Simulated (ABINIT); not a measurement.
# Cu3Au (Auricupride) (Pm-3m) in ABINIT: further runs

One crystal, Cu3Au (Auricupride), is run at these levels: PBE, LDA; tasks: single point.

Everything below comes from runs of ABINIT 10.8.3 (patched build). Logs are shortened: lines on timing, memory, paths and dates and some standing lists are left out, and cuts for length are marked. The log counts tension as positive stress, the text compression.

### Step 1. Starting point

It takes space group Pm-3m (No. 221, cubic). The conventional cell has a = 3.740 Å, b = 3.740 Å, c = 3.740 Å, α = 90.00°, β = 90.00°, γ = 90.00°. Around Au (site symmetry m-3m) lie 12 Cu at 2.64 Å. Around Cu (site symmetry 4/mmm) lie 4 Au at 2.64 Å and 8 Cu at 2.64 Å.

### Step 2. Single point, PBE

The input, run.abi:

```
# Pseudopotentials
pp_dirpath "./"
pseudos "Au.GGA_PBE-JTH.xml, Cu.GGA_PBE-JTH.xml"

# Structure
acell 3*1.0
rprim
     7.0675757061     0.0000000000     0.0000000000
     0.0000000000     7.0675757061     0.0000000000
     0.0000000000     0.0000000000     7.0675757061
ntypat 2
znucl 79 29
natom 4
typat 1 2 2 2
xred
     0.0000000000     0.0000000000     0.0000000000
     0.5000000000     0.5000000000     0.0000000000
     0.5000000000     0.0000000000     0.5000000000
     0.0000000000     0.5000000000     0.5000000000

# Plane-wave basis
ecut 707.496042 eV
pawecutdg 48.0

# k points
kptopt 1
ngkpt 9 9 9
nshiftk 1
shiftk 0.0 0.0 0.0

# Exchange and correlation
ixc 11

# Bands and occupations
nband 41
occopt 3
tsmear 0.00183747

# SCF cycle
nstep 100
tolvrs 1.0e-9

# Output
iomode 3
prtwf 0
prtden 0
prteig 0
prtebands 0
enunit 2
```

Potentials or basis: JTH PAW PBE v2.0.

On the command line:

```sh
abinit run.abi > log 2>&1
```

run.abo:

```text
.Version 10.8.3 of ABINIT
 Symmetries : space group Pm -3 m (#221); Bravais cP (primitive cubic)
================================================================================
 Values of the parameters that define the memory need of the present run
     intxc =       0    ionmov =       0      iscf =      17    lmnmax =      18
     lnmax =       6     mgfft =      36  mpssoang =       3    mqgrid =    3001
     natom =       4  nloc_mem =       2    nspden =       1   nspinor =       1
    nsppol =       1      nsym =      48    n1xccc =       1    ntypat =       2
    occopt =       3   xclevel =       2
       mpw =        2260          nfft =       46656          nkpt =          35
 PAW method is used; the additional fine FFT grid is defined by:
   mgfftf=        48    nfftf =    110592
================================================================================
================================================================================

--------------------------------------------------------------------------------
------------- Echo of variables that govern the present computation ------------
--------------------------------------------------------------------------------
 -outvars: echo values of preprocessed input variables --------
            acell      1.0000000000E+00  1.0000000000E+00  1.0000000000E+00 Bohr
              amu      1.96966540E+02  6.35460000E+01
             ecut      2.60000000E+01 Hartree
           enunit           2
              ixc          11
         kptrlatt        9    0    0      0    9    0      0    0    9
          kptrlen      6.36081814E+01
            natom           4
            nband          41
            ngfft          36      36      36
          ngfftdg          48      48      48
             nkpt          35
            nstep         100
             nsym          48
           ntypat           2
           occopt           3
        pawecutdg      4.80000000E+01 Hartree
         pawxcdev           0
           prtden           0
        prtebands           0
           prteig           0
            prtwf           0
            rprim      7.0675757061E+00  0.0000000000E+00  0.0000000000E+00
                       0.0000000000E+00  7.0675757061E+00  0.0000000000E+00
                       0.0000000000E+00  0.0000000000E+00  7.0675757061E+00
          spgroup         221
           tolvrs      1.00000000E-09
           tsmear      1.83747000E-03 Hartree
            typat      1  2  2  2
           useylm           1
           xangst      0.0000000000E+00  0.0000000000E+00  0.0000000000E+00
                       1.8699999987E+00  1.8699999987E+00  0.0000000000E+00
                       1.8699999987E+00  0.0000000000E+00  1.8699999987E+00
                       0.0000000000E+00  1.8699999987E+00  1.8699999987E+00
            xcart      0.0000000000E+00  0.0000000000E+00  0.0000000000E+00
                       3.5337878531E+00  3.5337878531E+00  0.0000000000E+00
                       3.5337878531E+00  0.0000000000E+00  3.5337878531E+00
                       0.0000000000E+00  3.5337878531E+00  3.5337878531E+00
             xred      0.0000000000E+00  0.0000000000E+00  0.0000000000E+00
                       5.0000000000E-01  5.0000000000E-01  0.0000000000E+00
                       5.0000000000E-01  0.0000000000E+00  5.0000000000E-01
                       0.0000000000E+00  5.0000000000E-01  5.0000000000E-01
            znucl       79.00000   29.00000

================================================================================

 chkinp: Checking input parameters for consistency.

================================================================================
== DATASET  1 ==================================================================

--- !DatasetInfo
iteration_state: {dtset: 1, }
dimensions: {natom: 4, nkpt: 35, mband: 41, nsppol: 1, nspinor: 1, nspden: 1, mpw: 2260, }
cutoff_energies: {ecut:  26.0, pawecutdg:  48.0, }
electrons: {nelect:   6.80000000E+01, charge:   0.00000000E+00, occopt:   3.00000000E+00, tsmear:   1.83747000E-03, }
meta: {optdriver: 0, ionmov: 0, optcell: 0, iscf: 17, paral_kgb: 0, }
...

 Exchange-correlation functional for the present dataset will be:
  GGA: Perdew-Burke-Ernzerhof functional - ixc=11
  J.P.Perdew, K.Burke, M.Ernzerhof, PRL 77, 3865 (1996)
[... 122 lines left out ...]
    2        2.00090         17.34197927
    3        2.00090         17.34197927
    4        2.00090         17.34197927

================================================================================

 ----iterations are completed or convergence reached----

 Mean square residual over all n,k,spin=   23.031E-08; max=  13.879E-05
 reduced coordinates (array xred) for    4 atoms
       0.000000000000      0.000000000000      0.000000000000
       0.500000000000      0.500000000000      0.000000000000
       0.500000000000      0.000000000000      0.500000000000
       0.000000000000      0.500000000000      0.500000000000
 rms dE/dt=  0.0000E+00; max dE/dt=  0.0000E+00; dE/dt below (all hartree)
    1       0.000000000000      0.000000000000      0.000000000000
    2       0.000000000000      0.000000000000      0.000000000000
    3       0.000000000000      0.000000000000      0.000000000000
    4       0.000000000000      0.000000000000      0.000000000000

 cartesian coordinates (angstrom) at end:
    1      0.00000000000000     0.00000000000000     0.00000000000000
    2      1.86999999873127     1.86999999873127     0.00000000000000
    3      1.86999999873127     0.00000000000000     1.86999999873127
    4      0.00000000000000     1.86999999873127     1.86999999873127

 cartesian forces (hartree/bohr) at end:
    1     -0.00000000000000    -0.00000000000000    -0.00000000000000
    2     -0.00000000000000    -0.00000000000000    -0.00000000000000
    3     -0.00000000000000    -0.00000000000000    -0.00000000000000
    4     -0.00000000000000    -0.00000000000000    -0.00000000000000
 frms,max,avg= 0.0000000E+00 0.0000000E+00   0.000E+00  0.000E+00  0.000E+00 h/b

 cartesian forces (eV/Angstrom) at end:
    1     -0.00000000000000    -0.00000000000000    -0.00000000000000
    2     -0.00000000000000    -0.00000000000000    -0.00000000000000
    3     -0.00000000000000    -0.00000000000000    -0.00000000000000
    4     -0.00000000000000    -0.00000000000000    -0.00000000000000
 frms,max,avg= 0.0000000E+00 0.0000000E+00   0.000E+00  0.000E+00  0.000E+00 e/A
 length scales=  1.000000000000  1.000000000000  1.000000000000 bohr
              =  0.529177210544  0.529177210544  0.529177210544 angstroms
 Fermi (or HOMO) energy (hartree) =   0.27479   Average Vxc (hartree)=  -0.43916
 Eigenvalues (hartree) for nkpt=  35  k points:
 kpt#   1, nband= 41, wtk=  0.00137, kpt=  0.0000  0.0000  0.0000 (reduced coord)
  -3.85803   -3.85772   -3.85772   -2.29246   -2.29246   -2.29246   -2.29138   -2.29138
  -2.29138   -2.29067   -2.29067   -2.29067   -0.08288    0.03763    0.03763    0.06846
   0.06846    0.06846    0.10628    0.16000    0.16000    0.16000    0.19190    0.19190
   0.21403    0.21522    0.21522    0.21945    0.21945    0.21945    0.22446    0.22446
   0.22446    0.31940    0.31940    0.31940    0.49646    0.55270    0.55270    0.68455
   0.68455
      occupation numbers for kpt#   1
   2.00000    2.00000    2.00000    2.00000    2.00000    2.00000    2.00000    2.00000
   2.00000    2.00000    2.00000    2.00000    2.00000    2.00000    2.00000    2.00000
   2.00000    2.00000    2.00000    2.00000    2.00000    2.00000    2.00000    2.00000
   2.00000    2.00000    2.00000    2.00000    2.00000    2.00000    2.00000    2.00000
   2.00000    0.00000    0.00000    0.00000    0.00000    0.00000    0.00000    0.00000
   0.00000
 prteigrs : prtvol=0 or 1, do not print more k-points.

 Fermi (or HOMO) energy (eV) =   7.47733   Average Vxc (eV)= -11.95027
 Eigenvalues (   eV  ) for nkpt=  35  k points:
 kpt#   1, nband= 41, wtk=  0.00137, kpt=  0.0000  0.0000  0.0000 (reduced coord)
-104.98226 -104.97384 -104.97384  -62.38109  -62.38109  -62.38109  -62.35169  -62.35169
 -62.35169  -62.33237  -62.33237  -62.33237   -2.25519    1.02397    1.02397    1.86285
   1.86285    1.86285    2.89195    4.35395    4.35395    4.35395    5.22184    5.22184
   5.82403    5.85638    5.85638    5.97157    5.97157    5.97157    6.10789    6.10789
   6.10789    8.69144    8.69144    8.69144   13.50932   15.03978   15.03978   18.62749
  18.62749
 prteigrs : prtvol=0 or 1, do not print more k-points.

--- !EnergyTerms
iteration_state     : {dtset: 1, }
comment             : Components of total free energy in Hartree
kinetic             :  4.20207030039822E+01
hartree             :  1.43078193144567E+02
xc                  : -1.12544239578764E+01
Ewald energy        : -3.82615625787252E+02
psp_core            :  2.82832723593432E+01
local_psp           : -3.53273872588363E+02
PAW spherical_terms : -9.42905989817729E+01
internal            : -6.28052352807373E+02
'-kT*entropy'       : -2.05785127066753E-04
total_energy        : -6.28052558592500E+02
total_energy_eV     : -1.70901807546371E+04
...

--- !EnergyTermsDC
iteration_state     : {dtset: 1, }
comment             : '"Double-counting" decomposition of free energy'
band_energy         : -5.77850666683074E+01
Ewald energy        : -3.82615625787252E+02
psp_core            :  2.82832723593432E+01
xc_dc               : -1.40116016524409E+02
PAW spherical_terms : -7.58189261711947E+01
internal            : -6.28052362791820E+02
'-kT*entropy'       : -2.05785127066753E-04
total_energy_dc     : -6.28052568576947E+02
total_energy_dc_eV  : -1.70901810263278E+04
...

--- !EnergyTermsWithPAWCore
iteration_state     : {dtset: 1, }
comment             : 'Components of total free energy, including PAW core contributions'
Total energy        : -2.39769553414378E+04
Total energy DC     : -2.39769553514223E+04
Total energy (eV)   : -6.52446192798501E+05
Total energy DC (eV): -6.52446193070192E+05
...

 Cartesian components of stress tensor (hartree/bohr^3)
  sigma(1 1)= -1.73262807E-04  sigma(3 2)=  0.00000000E+00
  sigma(2 2)= -1.73262807E-04  sigma(3 1)=  0.00000000E+00
  sigma(3 3)= -1.73262807E-04  sigma(2 1)=  0.00000000E+00

-Cartesian components of stress tensor (GPa)         [Pressure=  5.0976E+00 GPa]
- sigma(1 1)= -5.09756778E+00  sigma(3 2)=  0.00000000E+00
- sigma(2 2)= -5.09756778E+00  sigma(3 1)=  0.00000000E+00
- sigma(3 3)= -5.09756778E+00  sigma(2 1)=  0.00000000E+00

== END DATASET(S) ==============================================================
================================================================================

 -outvars: echo values of variables after computation  --------
            acell      1.0000000000E+00  1.0000000000E+00  1.0000000000E+00 Bohr
           etotal     -6.2805256858E+02
            fcart     -0.0000000000E+00 -0.0000000000E+00 -0.0000000000E+00
                      -0.0000000000E+00 -0.0000000000E+00 -0.0000000000E+00
                      -0.0000000000E+00 -0.0000000000E+00 -0.0000000000E+00
                      -0.0000000000E+00 -0.0000000000E+00 -0.0000000000E+00
            rprim      7.0675757061E+00  0.0000000000E+00  0.0000000000E+00
                       0.0000000000E+00  7.0675757061E+00  0.0000000000E+00
                       0.0000000000E+00  0.0000000000E+00  7.0675757061E+00
           strten     -1.7326280704E-04 -1.7326280704E-04 -1.7326280704E-04
                       0.0000000000E+00  0.0000000000E+00  0.0000000000E+00
           xangst      0.0000000000E+00  0.0000000000E+00  0.0000000000E+00
                       1.8699999987E+00  1.8699999987E+00  0.0000000000E+00
                       1.8699999987E+00  0.0000000000E+00  1.8699999987E+00
                       0.0000000000E+00  1.8699999987E+00  1.8699999987E+00
             xred      0.0000000000E+00  0.0000000000E+00  0.0000000000E+00
                       5.0000000000E-01  5.0000000000E-01  0.0000000000E+00
                       5.0000000000E-01  0.0000000000E+00  5.0000000000E-01
                       0.0000000000E+00  5.0000000000E-01  5.0000000000E-01
 Calculation completed.
```

Run time: 4.5 min. Hardware: 1 thread of Arm Neoverse V1, shared host; peak memory 0.2 GiB.

What came out:

* Free energy: -17090.1810 eV
* Pressure: 5.1 GPa
* Band gap on the k mesh: none (metal or under the smearing width)
* Valence electrons inside the program's atomic spheres: Au 9.63; Cu 17.34

Spin-orbit coupling is left out, which matters for the levels of Au.

### Step 3. Single point, LDA

The input, run.abi:

```
# Pseudopotentials
pp_dirpath "./"
pseudos "Au.LDA_PW-JTH.xml, Cu.LDA_PW-JTH.xml"

# Structure
acell 3*1.0
rprim
     7.0675757061     0.0000000000     0.0000000000
     0.0000000000     7.0675757061     0.0000000000
     0.0000000000     0.0000000000     7.0675757061
ntypat 2
znucl 79 29
natom 4
typat 1 2 2 2
xcart
     0.0000000000     0.0000000000     0.0000000000
     1.8700000000     1.8700000000     0.0000000000
     1.8700000000     0.0000000000     1.8700000000
     0.0000000000     1.8700000000     1.8700000000 Angstrom

# Plane-wave basis
ecut 25.0
pawecutdg 47.0

# k points
kptopt 1
ngkpt 6 6 6
nshiftk 1
shiftk 0.0 0.0 0.0

# Exchange and correlation
ixc 7

# Bands and occupations
nband 41
occopt 3
tsmear 0.05 eV

# SCF cycle
nstep 100
tolvrs 1.0e-9

# Output
iomode 3
prtwf 0
prtden 0
prteig 0
prtebands 0
```

Potentials or basis: JTH PAW LDA v2.0.

On the command line:

```sh
abinit run.abi > log 2>&1
```

Run time: 2 min. Hardware: 1 thread of Arm Neoverse V1, shared host; peak memory 0.13 GiB.

It converged, with:

```
Free energy                                           : -17106.2404 eV
Band gap on the k mesh                                : none (metal or under the smearing width)
Valence electrons inside the program's atomic spheres : Au 9.62; Cu 17.35
```

Levels at points of the mesh, in eV from the Fermi level:
```
           k point  band 31  band 32  band 33  band 34  band 35  band 36  band 37  band 38
(0.00, 0.00, 0.00)    -1.45    -1.45    -1.45     1.14     1.14     1.14     5.95     7.45
(0.50, 0.00, 0.00)    -2.05    -1.98    -1.58    -1.45     5.73     5.73     6.48     6.48
(0.50, 0.50, 0.00)    -2.30    -2.21    -0.57    -0.57    -0.48     0.27     8.55     9.47
(0.50, 0.50, 0.50)    -1.65    -1.65    -1.17    -1.17    -1.17    -1.17     2.39     4.05
```

Caveat: the cutoff is too short for stress, so the log's stress isn't used. The run has no spin-orbit coupling, so splittings on Au are missing.

### Step 4. Single point, PBE

The input, run.abi:

```
# Pseudopotentials
pp_dirpath "./"
pseudos "Au.GGA_PBE-JTH.xml, Cu.GGA_PBE-JTH.xml"

# Structure
acell 3.74 3.74 3.74 Angstrom
rprim
     1.0000000000     0.0000000000     0.0000000000
     0.0000000000     1.0000000000     0.0000000000
     0.0000000000     0.0000000000     1.0000000000
ntypat 2
znucl 79 29
natom 4
typat 1 2 2 2
xred
     0.0000000000     0.0000000000     0.0000000000
     0.5000000000     0.5000000000     0.0000000000
     0.5000000000     0.0000000000     0.5000000000
     0.0000000000     0.5000000000     0.5000000000

# Plane-wave basis
ecut 25.0
pawecutdg 47.0

# k points
kptopt 1
ngkpt 6 6 6
nshiftk 1
shiftk 0.0 0.0 0.0

# Exchange and correlation
ixc 11

# Bands and occupations
nband 41
occopt 3
tsmear 0.05 eV

# SCF cycle
nstep 100
tolvrs 1.0e-9

# Output
iomode 3
prtwf 0
prtden 0
prteig 0
prtebands 0
enunit 1
```

Potentials or basis: JTH PAW PBE v2.0.

On the command line:

```sh
abinit run.abi > log 2>&1
```

run.abo:

```text
.Version 10.8.3 of ABINIT
 Symmetries : space group Pm -3 m (#221); Bravais cP (primitive cubic)
================================================================================
 Values of the parameters that define the memory need of the present run
     intxc =       0    ionmov =       0      iscf =      17    lmnmax =      18
     lnmax =       6     mgfft =      32  mpssoang =       3    mqgrid =    3001
     natom =       4  nloc_mem =       2    nspden =       1   nspinor =       1
    nsppol =       1      nsym =      48    n1xccc =       1    ntypat =       2
    occopt =       3   xclevel =       2
       mpw =        2135          nfft =       32768          nkpt =          20
 PAW method is used; the additional fine FFT grid is defined by:
   mgfftf=        45    nfftf =     91125
================================================================================
================================================================================

[... 291 lines left out ...]

== END DATASET(S) ==============================================================
================================================================================

 -outvars: echo values of variables after computation  --------
            acell      7.0675757109E+00  7.0675757109E+00  7.0675757109E+00 Bohr
           etotal     -6.2805175757E+02
            fcart     -0.0000000000E+00 -0.0000000000E+00 -0.0000000000E+00
                      -0.0000000000E+00 -0.0000000000E+00 -0.0000000000E+00
                      -0.0000000000E+00 -0.0000000000E+00 -0.0000000000E+00
                      -0.0000000000E+00 -0.0000000000E+00 -0.0000000000E+00
           strten     -1.7340633222E-04 -1.7340633222E-04 -1.7340633222E-04
                       0.0000000000E+00  0.0000000000E+00  0.0000000000E+00
           xangst      0.0000000000E+00  0.0000000000E+00  0.0000000000E+00
                       1.8700000000E+00  1.8700000000E+00  0.0000000000E+00
                       1.8700000000E+00  0.0000000000E+00  1.8700000000E+00
                       0.0000000000E+00  1.8700000000E+00  1.8700000000E+00
             xred      0.0000000000E+00  0.0000000000E+00  0.0000000000E+00
                       5.0000000000E-01  5.0000000000E-01  0.0000000000E+00
                       5.0000000000E-01  0.0000000000E+00  5.0000000000E-01
                       0.0000000000E+00  5.0000000000E-01  5.0000000000E-01
 Calculation completed.
```

Run time: 2.9 min. Hardware: 1 thread of Arm Neoverse V1, shared host; peak memory 0.16 GiB.

Results:

* Free energy: -17090.1590 eV
* Band gap on the k mesh: none (metal or under the smearing width)
* Valence electrons inside the program's atomic spheres: Au 9.62; Cu 17.34

Caveat: the cutoff is too short for stress, so the log's stress isn't used.

### Step 5. Summary

| level | potentials or basis | k mesh | cutoff (eV) | fine-grid cutoff | gap on the mesh (eV) |
| --- | --- | --- | --- | --- | --- |
| PBE | JTH PAW PBE v2.0 | 9 × 9 × 9 | 707 | 1306.15 eV | none |
| LDA | JTH PAW LDA v2.0 | 6 × 6 × 6 | 680 | 1278.94 eV | none |
| PBE | JTH PAW PBE v2.0 | 6 × 6 × 6 | 680 | 1278.94 eV | none |

Alike in all rows: task single point; no spin polarisation; cell as given; smearing fermi-dirac 0.05 eV.

Total energies depend on the potentials used, so only differences within one code and one set of settings carry meaning.
